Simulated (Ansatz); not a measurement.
# TiO2 (Imma) in Ansatz: further runs

The runs below take TiO2 through relaxation of cell and atoms, with PBE, PBEsol+U.

Program: Ansatz 0.2.0. These are calculated values, not measurements. Logs are shortened: lines on timing, memory, paths and dates and some standing lists are left out, and cuts for length are marked.

### 1 The structure

Symmetry: Imma, No. 74, orthorhombic system. The conventional cell has a = 5.946 Å, b = 6.575 Å, c = 6.575 Å, α = 90.00°, β = 90.00°, γ = 90.00°. Ti (site symmetry 2/m) is surrounded by 6 O at 1.96 to 2.00 Å. Around Ti (site symmetry mm2) lie 6 O at 1.94 to 2.00 Å. Around O (site symmetry m) lie 3 Ti at 1.94 to 2.00 Å. Around O (site symmetry m) lie 3 Ti at 1.96 to 2.00 Å.

The cell is a database's computed one.

### 2 Relaxation of cell and atoms, PBE

Input file input.yaml:

```yaml
crystal:
  lattice:
    - [-2.97316, 3.287369, 3.287402]
    - [2.97316, -3.287369, 3.287402]
    - [2.97316, 3.287369, -3.287402]
  atoms:
    - { symbol: Ti, position: [0.0, 0.5, 0.0] }
    - { symbol: Ti, position: [0.0, 0.0, 0.5] }
    - { symbol: Ti, position: [0.495245, 0.245245, 0.25] }
    - { symbol: Ti, position: [0.504755, 0.754755, 0.75] }
    - { symbol: O, position: [0.695081, 0.69523, 0.500149] }
    - { symbol: O, position: [0.695081, 0.194932, 0.999851] }
    - { symbol: O, position: [0.804516, 0.749617, 0.054899] }
    - { symbol: O, position: [0.194718, 0.749617, 0.445101] }
    - { symbol: O, position: [0.805282, 0.250383, 0.554899] }
    - { symbol: O, position: [0.304919, 0.805068, 0.000149] }
    - { symbol: O, position: [0.195484, 0.250383, 0.945101] }
    - { symbol: O, position: [0.304919, 0.30477, 0.499851] }
hamiltonian:
  xc: pbe
  pseudopotentials: { kind: paw }
kpoints:
  mp_grid: { grid: [6, 6, 6] }
scf:
  occupations: { method: fermi_dirac, width: 0.05 }
output:
  forces: true
  stress: true
  eigenvalues: true
relax:
  f_tol: 0.01
  max_steps: 40
  cell: { stress_tol: 0.05 }
```

Potentials or basis: Ansatz PAW.

Run with:

```console
> ansatz run input.yaml --threads 4 --pin off --max-ram 11264MiB --backend cpu --events-out ev --progress --plain --runs-dir out
```

The program printed:

```text
Warning: RAYON_NUM_THREADS=4 ignored (pool sized by the plan → 4); use --threads N
Engine: ansatz 0.2.0, aarch64-unknown-linux-gnu
Pseudopotentials: kind: paw
Pseudopotential: Ti, paw, valence charge 12, recommended cutoff 420 eV (normal), Ti.paw.azcp
Pseudopotential: O, paw, valence charge 6, recommended cutoff 420 eV (normal), O.paw.azcp
Functional definition: PBE
  parameter kappa = 0.804
  parameter beta = 0.06672455060314922
  exchange = pbe_x(kappa = kappa, mu = beta*pi^2/3)
  correlation = pbe_c(beta = beta)
Crystal: 12 atoms, lattice volume = 128.523 Å³
Basis set: ecut = 420 eV, 2497 PW (Γ), exchange–correlation on 80×80×80 points (8 copies of the dense FFT grid, shifted against one another)
Bands: 60, of which v1, the nominal top of the filled ones, is band 48 counted from 1 (47 counted from 0)
Symmetry: 8 space group operations
Space group: Imma (ITA 74), of the structure as read, at distance tolerance 5.0e-5 Å
k-points: 46 of 216
Non-local potential: Ti, projectors of the file, l = 0: 3, l = 1: 2, l = 2: 3, l = 3: 1
Non-local potential: O, projectors of the file, l = 0: 2, l = 1: 2, l = 2: 1
PAW form: soft (Blöchl's): semilocal exchange-correlation on the pseudo side does not see the compensation charge
PAW one-centre angular grid: Ti, 590 points (default); XC on 64 Gauss nodes
PAW one-centre angular grid: O, 110 points (default); XC on 64 Gauss nodes
Initial density: superposition of atomic densities (neutral atoms: chi_scale 0, normalization atom), corrected by the library's trained network
Initial wavefunctions: pseudopotential atomic-orbital guess
Functional: x = pbe(κ = 0.804, μ = 0.2195149727645171), c = pbe(β = 0.06672455060314922)
SCF iter   1: F=—  HF=-14554.604100 eV  |F-HF|=—  |Δ(HF+E_count)|=         —  Δρ=2.26e-3  dr2=4.26e-3  ethr=1.77e-3  ⟨swp⟩=5.0  Hψ=10417  notcnv=0
preconditioner: auto → Resta (q_TF=auto, 2.599 Å⁻¹)  ε∞=9.0  [insulator: Δε(μ)=1.815 eV  Ē_g=9.250 eV  σ=0.050 eV  W_gap=1.00  n_scr=42 (ndim 8)  ℏωp=26.2 eV  f_vac=0.025  D(μ)=0.00/eV (n_scr^D=0)  ε∞_Penn≈9.0]
SCF iter   2: F=—  HF=-14554.605447 eV  |F-HF|=—  |Δ(HF+E_count)|=   1.35e-3  Δρ=1.41e-3  dr2=1.43e-3  ethr=4.44e-6  ⟨swp⟩=2.0  Hψ=4269  notcnv=0
SCF iter   3: F=—  HF=-14554.605821 eV  |F-HF|=—  |Δ(HF+E_count)|=   3.75e-4  Δρ=6.83e-4  dr2=2.91e-4  ethr=1.49e-6  ⟨swp⟩=2.0  Hψ=3629  notcnv=0
SCF iter   4: F=—  HF=-14554.606185 eV  |F-HF|=—  |Δ(HF+E_count)|=   3.63e-4  Δρ=2.37e-4  dr2=4.72e-5  ethr=3.03e-7  ⟨swp⟩=2.5  Hψ=4537  notcnv=0
SCF iter   5: F=—  HF=-14554.606244 eV  |F-HF|=—  |Δ(HF+E_count)|=   5.92e-5  Δρ=5.32e-5  dr2=3.62e-6  ethr=4.92e-8  ⟨swp⟩=2.0  Hψ=3762  notcnv=0
SCF iter   6: F=—  HF=-14554.606245 eV  |F-HF|=—  |Δ(HF+E_count)|=   1.50e-6  Δρ=2.31e-5  dr2=8.26e-7  ethr=3.77e-9  ⟨swp⟩=2.0  Hψ=4056  notcnv=0
SCF iter   7: F=—  HF=-14554.606245 eV  |F-HF|=—  |Δ(HF+E_count)|=   1.69e-8  Δρ=9.76e-6  dr2=1.26e-7  ethr=8.61e-10  ⟨swp⟩=2.0  Hψ=3760  notcnv=0
SCF iter   8: F=-14554.606245 eV  HF=-14554.606245 eV  |F-HF|=9.02e-9  |Δ(HF+E_count)|=   4.65e-8  Δρ=2.94e-6  dr2=1.27e-8  ethr=1.04e-10  ⟨swp⟩=7.8  Hψ=9440  notcnv=0
SCF 1 converged in 8 iterations: F = -14554.606245 eV  dr2 = 1.27e-8
relax step   1: F+E_penalty+E_count = -14554.60624536 eV  Δ(F+E_penalty+E_count) = +0.000e0 eV  max|allowed force component| = 5.724e-2 eV/Å  Δτ_max = 0.0000 Å  P = -1.357 GPa  Ω = 128.523 Å³  (8 SCF iters, dr2 threshold 1.00e-7 eV, accepted)
Crystal: 12 atoms, lattice volume = 127.990 Å³
Initial density: handed on by an earlier stage of this run
Initial wavefunctions: those handed on with the density
iter 1 solved again at ethr=8.10e-7 eV; its pass at ethr=3.10e-3 eV (dr2=7.78e-4 eV) is discarded
SCF iter   1: F=—  HF=-14554.612069 eV  |F-HF|=—  |Δ(HF+E_count)|=         —  Δρ=7.89e-4  dr2=6.68e-4  ethr=8.10e-7  ⟨swp⟩=2.6  Hψ=12696  notcnv=0
preconditioner: auto → Resta (q_TF=auto, 2.601 Å⁻¹)  ε∞=9.0  [insulator: Δε(μ)=1.853 eV  Ē_g=9.297 eV  σ=0.050 eV  W_gap=1.00  n_scr=42 (ndim 8)  ℏωp=26.3 eV  f_vac=0.024  D(μ)=0.00/eV (n_scr^D=0)  ε∞_Penn≈9.0]
SCF iter   2: F=—  HF=-14554.611949 eV  |F-HF|=—  |Δ(HF+E_count)|=   1.20e-4  Δρ=3.88e-4  dr2=2.33e-4  ethr=6.96e-7  ⟨swp⟩=2.0  Hψ=4232  notcnv=0
SCF iter   3: F=—  HF=-14554.611917 eV  |F-HF|=—  |Δ(HF+E_count)|=   3.25e-5  Δρ=1.82e-4  dr2=5.43e-5  ethr=2.43e-7  ⟨swp⟩=2.0  Hψ=3433  notcnv=0
[... 65 lines left out ...]
SCF converged after 6 iterations
Free energy (F): -14554.610434 eV
Harris-Foulkes:  -14554.610434 eV  (|F-HF|=3.46e-11)
Internal energy: -14554.610434 eV  (E = F + TS)
E sigma→0 (E₀):  -14554.610434 eV
Fermi energy:    9.664952 eV
--- Per-component energies (eV) ---
  E_band       = -813.827598
  E_kinetic    = 2488.061791
  E_local      = -6261.176359  (includes V_loc(G=0)·N_el)
  E_nonlocal   = 392.522013
  E_hartree    = 2381.521427
  E_xc         = -984.197060
  E_vxc        = -1246.340394  (∫ρ·V_xc dr)
  E_paw        = -5442.904952  (= ΣΔE_a)
  E_vpaw       = -949.957751  (= ΣTr[D̂ρ^β])
  E_aug_tail   = 0.020486  (compensation charges beyond the density's cutoff)
  E_ewald      = -7128.457780
  E_smearing   = -0.000000  (= −TS)
  E_closure    = 0.000000  (closes the sum)
  Σ components = -14554.610434   (vs F -14554.610434, Δ=0.00e0)
--- Forces (eV/Å), atoms counted from 1 ---
  atom   1  Ti     0.00000000     0.00000000    -0.00000000
  atom   2  Ti    -0.00000000     0.00000000    -0.00000000
  atom   3  Ti    -0.00000000     0.00000000     0.00032698
  atom   4  Ti     0.00000000     0.00000000    -0.00032698
  atom   5  O      0.00003411    -0.00000000     0.00008123
  atom   6  O     -0.00003411    -0.00000000     0.00008123
  atom   7  O     -0.00000000    -0.00009241     0.00006082
  atom   8  O      0.00000000     0.00009241     0.00006082
  atom   9  O     -0.00000000    -0.00009241    -0.00006082
  atom  10  O      0.00003411    -0.00000000    -0.00008123
  atom  11  O      0.00000000     0.00009241    -0.00006082
  atom  12  O     -0.00003411    -0.00000000    -0.00008123
  max |Σ_I F_I| component: 5.20e-18 eV/Å
--- Stress (GPa, compression-positive) ---
       -0.002102       0.000000       0.000000
        0.000000      -0.004719      -0.000000
        0.000000      -0.000000       0.002984
  P = ⅓ Tr σ = -0.0013 GPa (-0.013 kbar)
--- Band table (eV; the first three rows and the last of 46) ---
  k-point 0: bands = ["-48.1389", "-48.1241", "-48.0922", "-48.0921", "-24.6622", "-24.6621", "-24.4365", "-24.4365", "-24.3021", "-24.3021", "-24.2884", "-24.2883", "-24.2853", "-24.2853", "-24.2439", "-24.2135", "-9.3148", "-8.1851", "-8.0720", "-8.0718", "-7.7870", "-7.7868", "-7.4977", "-7.4976", "3.1215", "3.5567", "4.0263", "4.2013", "4.2013", "4.3027", "4.3028", "5.0551", "5.0554", "5.3268", "5.3269", "6.0549", "6.0549", "6.2566", "6.2568", "6.8787", "7.5525", "7.5528", "8.0941", "8.0941", "8.0994", "8.3333", "8.3334", "8.7601", "10.6198", "10.9045", "11.1731", "11.2488", "11.2489", "11.3159", "11.3161", "11.9299", "11.9299", "11.9655", "11.9657", "12.9996"]
  k-point 1: bands = ["-48.1355", "-48.1222", "-48.0950", "-48.0947", "-24.6363", "-24.6344", "-24.4298", "-24.4205", "-24.3208", "-24.3168", "-24.2944", "-24.2835", "-24.2799", "-24.2786", "-24.2716", "-24.2446", "-9.1989", "-8.1464", "-8.1202", "-8.0358", "-7.8562", "-7.7679", "-7.5818", "-7.5388", "3.2954", "3.6979", "4.0478", "4.1772", "4.2127", "4.3583", "4.4803", "4.9688", "4.9762", "5.2574", "5.4398", "6.1795", "6.2116", "6.2734", "6.4237", "6.6890", "7.3676", "7.4560", "7.6476", "7.9277", "8.0442", "8.0479", "8.1282", "8.6794", "10.8315", "11.1076", "11.1527", "11.1618", "11.3946", "11.4236", "11.4402", "11.8509", "11.8968", "11.9329", "12.1496", "13.1217"]
  k-point 2: bands = ["-48.1265", "-48.1169", "-48.1030", "-48.1011", "-24.5642", "-24.5576", "-24.4107", "-24.3856", "-24.3508", "-24.3499", "-24.3387", "-24.3292", "-24.2963", "-24.2861", "-24.2788", "-24.2730", "-8.8918", "-8.2121", "-8.0472", "-8.0131", "-7.9355", "-7.7909", "-7.7737", "-7.6490", "3.6323", "4.1594", "4.2109", "4.2543", "4.2745", "4.3974", "4.6119", "4.8487", "5.0650", "5.1995", "5.6708", "5.8898", "6.3900", "6.4748", "6.4959", "6.6872", "6.7437", "6.8780", "7.2560", "7.5923", "7.7114", "7.7484", "8.0411", "8.4008", "11.0277", "11.0868", "11.1191", "11.5045", "11.6393", "11.7514", "11.7679", "11.7689", "11.7919", "11.9639", "12.3636", "12.8187"]
  k-point 45: bands = ["-48.1314", "-48.1313", "-48.0923", "-48.0922", "-24.6629", "-24.6628", "-24.4473", "-24.4473", "-24.3003", "-24.3002", "-24.2871", "-24.2870", "-24.2785", "-24.2785", "-24.2286", "-24.2285", "-8.6752", "-8.6750", "-7.9876", "-7.9874", "-7.8926", "-7.8925", "-7.6175", "-7.6174", "3.3561", "3.3564", "4.4013", "4.4013", "4.9913", "4.9916", "5.1722", "5.1723", "5.2206", "5.2207", "5.9917", "5.9918", "6.0273", "6.0273", "6.5364", "6.5366", "6.6495", "6.6498", "7.3627", "7.3629", "7.5216", "7.5218", "7.7274", "7.7274", "10.6526", "10.6527", "11.2678", "11.2679", "11.6619", "11.6620", "11.9246", "11.9247", "12.3595", "12.3596", "12.5336", "12.5337"]
--- Relaxed structure (5 steps of the walk, 5 accepted, 2 SCFs on fresh bases) ---
  F+E_penalty+E_count = -14554.61043431 eV   max|allowed force component| = 3.270e-4 eV/Å   (the final SCF, on the basis selected at the relaxed cell)
  cell:  # Å, volume = 127.8120 Å³
    - [-2.963814396932321, 3.28347880454638, 3.2834191601431426]
    - [2.963814396932321, -3.28347880454638, 3.2834191601431426]
    - [2.963814396932321, 3.28347880454638, -3.2834191601431426]
  atoms:
    - { symbol: Ti, position: [5.551115123125783e-17, 0.5, -2.7755575615628914e-17] }
    - { symbol: Ti, position: [-5.551115123125783e-17, -8.326672684688674e-17, 0.5] }
    - { symbol: Ti, position: [0.49991807263313265, 0.24991807263313265, 0.25] }
    - { symbol: Ti, position: [0.5000819273668675, 0.7500819273668674, 0.75] }
    - { symbol: O, position: [0.6948680859556081, 0.6948729898797734, 0.5000049039241652] }
    - { symbol: O, position: [0.6948680859556081, 0.19486318203144287, 0.9999950960758348] }
    - { symbol: O, position: [0.805129608056838, 0.7499977599370725, 0.05513184811976531] }
    - { symbol: O, position: [0.19486591181730706, 0.7499977599370724, 0.44486815188023454] }
    - { symbol: O, position: [0.8051340881826929, 0.2500022400629277, 0.5551318481197653] }
    - { symbol: O, position: [0.305131914044392, 0.8051368179685573, 4.9039241653003884e-6] }
    - { symbol: O, position: [0.19487039194316208, 0.2500022400629274, 0.9448681518802345] }
    - { symbol: O, position: [0.3051319140443919, 0.3051270101202265, 0.4999950960758347] }
```

It took 44 s on 4 threads of Arm Neoverse V2, shared host; peak memory 0.67 GiB.

What came out:

```yaml
Free_energy: -14554.6104 eV
Relaxed_volume: 10.65 Å³/atom
Relaxed_cell: a = 5.509 Å, b = 5.509 Å, c = 5.509 Å, α = 114.90°, β = 106.83°, γ = 106.83°
Space_group_after_relaxing_to_0.05_Å: P4_2/mnm (No. 136)
Energy_gained_by_relaxing: 0.3 meV/atom
Ionic_steps: 7
Pressure_after_relaxing: 0.0 GPa
Band_gap_on_the_k_mesh: 1.86 eV
```

The path:
| step | energy change (eV) | largest force (eV/Å) | volume (Å³) |
| --- | --- | --- | --- |
| 1 | 0.0000 | 0.0601 | 128.52 |
| 2 | -0.0057 | 0.0325 | 127.99 |
| 3 | -0.0069 | 0.0187 | 127.81 |
| 4 | -0.0073 | 0.0024 | 127.83 |
| 5 | -0.0041 | 0.0023 | 127.83 |
| 6 | -0.0042 | 0.0004 | 127.81 |
| 7 | -0.0042 | 0.0003 | 127.81 |

Final structure:
```yaml
crystal:
  lattice:
    - [-2.96381, 3.28348, 3.28342]
    - [2.96381, -3.28348, 3.28342]
    - [2.96381, 3.28348, -3.28342]
  atoms:
    - { symbol: Ti, position: [0.00000, 0.50000, 0.00000] }
    - { symbol: Ti, position: [0.00000, 0.00000, 0.50000] }
    - { symbol: Ti, position: [0.49992, 0.24992, 0.25000] }
    - { symbol: Ti, position: [0.50008, 0.75008, 0.75000] }
    - { symbol: O, position: [0.69487, 0.69487, 0.50000] }
    - { symbol: O, position: [0.69487, 0.19486, 0.00000] }
    - { symbol: O, position: [0.80513, 0.75000, 0.05513] }
    - { symbol: O, position: [0.19487, 0.75000, 0.44487] }
    - { symbol: O, position: [0.80513, 0.25000, 0.55513] }
    - { symbol: O, position: [0.30513, 0.80514, 0.00000] }
    - { symbol: O, position: [0.19487, 0.25000, 0.94487] }
    - { symbol: O, position: [0.30513, 0.30513, 0.50000] }
```

Levels at points of the mesh, in eV from the valence-band top:
```
              k point  band 44  band 45  band 46  band 47  band 48  band 49  band 50  band 51  band 52  band 53
   (0.00, 0.00, 0.00)    -0.67    -0.66    -0.43    -0.43     0.00     1.86     2.14     2.41     2.49     2.49
  (0.00, 0.00, -0.50)    -1.56    -1.19    -1.19    -0.61    -0.61     2.26     2.26     2.62     2.62     2.93
  (0.00, -0.50, 0.00)    -1.56    -1.19    -1.19    -0.61    -0.61     2.26     2.26     2.62     2.63     2.93
 (0.00, -0.50, -0.50)    -1.55    -0.98    -0.98    -0.71    -0.71     1.90     1.90     2.50     2.50     2.97
(-0.50, -0.50, -0.50)    -1.40    -1.24    -1.24    -1.03    -1.03     1.89     1.89     2.51     2.51     2.90
```

Caveat: the plane-wave basis is chosen anew once the cell has moved, so the energies of steps on either side of that aren't comparable; the pressure holds a Pulay correction of +0.7 GPa for the finite cutoff. A k mesh can miss the band edges.

### 3 Relaxation of cell and atoms, PBEsol+U

Edit input.yaml of step 2 so:

```diff
@@ -19,4 +19,5 @@
 hamiltonian:
-  xc: pbe
+  xc: pbesol
   pseudopotentials: { kind: paw }
+  hubbard: { sites: [{ species: Ti, l: d, u_eff: 3.0 }] }
 kpoints:
```

Potentials or basis: Ansatz PAW.

Run with:

```console
> ansatz run input.yaml --threads 4 --pin off --max-ram 11264MiB --backend cpu --events-out ev --progress --plain --runs-dir out
```

Wall time 57 s (4 threads of Arm Neoverse V2, shared host); peak memory 0.87 GiB.

The run converged. Its results:

- Free energy: -14389.1691 eV
- Relaxed volume: 10.43 Å³/atom
- Relaxed cell: a = 5.467 Å, b = 5.467 Å, c = 5.467 Å, α = 114.21°, β = 107.16°, γ = 107.15°
- Space group after relaxing (to 0.05 Å): P4_2/mnm (No. 136)
- Energy gained by relaxing: 5.6 meV/atom
- Ionic steps: 8
- Pressure after relaxing: 0.0 GPa
- Band gap on the k mesh: 2.18 eV

The path:
```tsv
step	energy change (eV)	largest force (eV/Å)	volume (Å³)
1	0.0000	0.1284	128.52
2	-0.0690	0.0934	126.11
3	-0.0785	0.0903	125.25
4	-0.0811	0.0049	125.27
5	-0.0811	0.0011	125.27
6	-0.0673	0.0009	125.27
7	-0.0680	0.0007	125.15
8	-0.0673	0.0007	125.15
```

Final structure:
```
CELL_PARAMETERS angstrom
-2.96926 3.24612 3.24615
2.96926 -3.24612 3.24615
2.96926 3.24612 -3.24615
ATOMIC_POSITIONS crystal
Ti 0.00000 0.50000 0.00000
Ti 0.00000 0.00000 0.50000
Ti 0.50000 0.25000 0.25000
Ti 0.50000 0.75000 0.75000
O 0.69508 0.69508 0.50000
O 0.69508 0.19507 0.00000
O 0.80493 0.75001 0.05492
O 0.19509 0.75001 0.44508
O 0.80491 0.24999 0.55492
O 0.30492 0.80493 0.00000
O 0.19507 0.24999 0.94508
O 0.30492 0.30492 0.50000
```

Levels at points of the mesh, in eV from the valence-band top:
| k point | band 45 | band 46 | band 47 | band 48 | band 49 | band 50 | band 51 | band 52 |
| --- | --- | --- | --- | --- | --- | --- | --- | --- |
| (0.00, 0.00, 0.00) | -0.72 | -0.50 | -0.50 | 0.00 | 2.19 | 2.42 | 2.68 | 2.73 |
| (0.00, 0.00, -0.50) | -1.25 | -1.25 | -0.68 | -0.68 | 2.52 | 2.52 | 2.88 | 2.88 |
| (0.00, -0.50, 0.00) | -1.25 | -1.25 | -0.68 | -0.68 | 2.52 | 2.52 | 2.88 | 2.88 |
| (0.00, -0.50, -0.50) | -1.09 | -1.09 | -0.79 | -0.79 | 2.20 | 2.20 | 2.79 | 2.79 |
| (-0.50, -0.50, -0.50) | -1.43 | -1.43 | -1.15 | -1.15 | 2.18 | 2.18 | 2.75 | 2.75 |

Eigenvalues of the final occupation matrices:
```csv
site,spin,trace,eigenvalues
site 1,1,1.07,0.13 0.17 0.17 0.29 0.31
site 2,1,1.07,0.13 0.17 0.17 0.29 0.31
site 3,1,1.07,0.13 0.17 0.17 0.29 0.31
site 4,1,1.07,0.13 0.17 0.17 0.29 0.31
```

Caveat: the plane-wave basis is chosen anew once the cell has moved, so the energies of steps on either side of that aren't comparable; the pressure holds a Pulay correction of +0.8 GPa for the finite cutoff; the PAW data sets come from PBE, with cores solved anew for the run's functional, which leaves a small shift of forces and pressure. A k mesh can miss the band edges.
